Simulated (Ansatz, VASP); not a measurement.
One calculation of GaN, two programs

```
Ga N
1.0
     0.00000    2.29770    2.29770
     2.29770    0.00000    2.29770
     2.29770    2.29770    0.00000
Ga N
1 1
Direct
  0.00000 0.00000 0.00000
  0.25000 0.25000 0.25000
```

Change from the starting cell: volume scaled by 1.06.

Alike in both runs: task single point; functional PBE; k mesh 10 × 10 × 10; occupations fermi-dirac, width 0.05 eV; no spin polarisation.

|  | VASP | Ansatz |
| --- | --- | --- |
| version | VASP 6.6.1 | Ansatz 0.2.0 |
| potentials or method | VASP PAW PBE potentials, release 64 (Ga_d, N) | Ansatz PAW |
| plane-wave cutoff (eV) | 520 | 420 |
| valence electrons in the cell | 18 | 18 |

```csv
,VASP,Ansatz,Ansatz less VASP
gap on the k mesh at the Fermi level (eV),1.35,1.34,-0.005
least direct gap on the mesh (eV),1.35,1.34,-0.005
pressure (GPa),-4.8,-4.9,-0.14
```

Caveats: the pressure holds a Pulay correction of +0.5 GPa for the finite cutoff (Ansatz).
